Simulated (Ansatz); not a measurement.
Runs of Ansatz 0.2.0 on Be. It takes space group P6_3/mmc (No. 194, hexagonal). Conventional cell: a = 2.285 Å, b = 2.285 Å, c = 3.584 Å, α = 90.00°, β = 90.00°, γ = 120.00°. Be (site symmetry -6m2) has 12 Be at 2.23 to 2.29 Å as nearest neighbours. 

```csv
task,level,potentials or basis,cell,k mesh,cutoff (eV),smearing,points for each segment of the path,other keys,mesh quality,gap on the mesh (eV),pressure (GPa)
band structure,HSE06,JTH PAW,as given,8 × 8 × 5,1080,gaussian 0.1 eV,4,scf.n_extra_bands = 2,coarse,none,-3.4
density of states,r2SCAN0,Ansatz PAW,as given,8 × 8 × 5,500,fermi-dirac 0.025 eV,-,-,coarse,none,-3.4
projected density of states,r2SCANh+D3(BJ),Ansatz PAW,volume scaled by 0.92,9 × 9 × 5,500,fermi-dirac 0.15 eV,-,-,coarse,none,(a)
atomic charges,RPBE,Ansatz PAW earlier set,as given,13 × 13 × 8,960,gaussian 0.01 eV,-,-,not flagged,0.13,0.2
density of states,PBE,Ansatz PAW,volume scaled by 0.96,13 × 13 × 8,420,fermi-dirac 0.1 eV,-,-,not flagged,none,2.2
```

Alike in all rows: no spin polarisation.

Estimate the missing entries.

(a) 3.6.

Caveats: some runs use coarse meshes; the thresholds are loose for stress (some runs); the PAW data sets come from PBE, with cores solved anew for the run's functional, which leaves a small shift of forces and pressure (some runs); pairwise dispersion overbinds metals, which lowers pressure and volume (some runs); the dispersion damping was fitted for another functional or another form of the correction (some runs); the potentials were made for another functional, which shifts forces and pressure (some runs); odd divisions of the mesh miss points on the zone boundary, where band edges often lie, so the gap on the mesh can be too wide (some runs).

A k mesh can miss the band edges.

A gap of «none» marks a metal or a gap under the smearing width.

The runs don't all hold the same shells in valence.
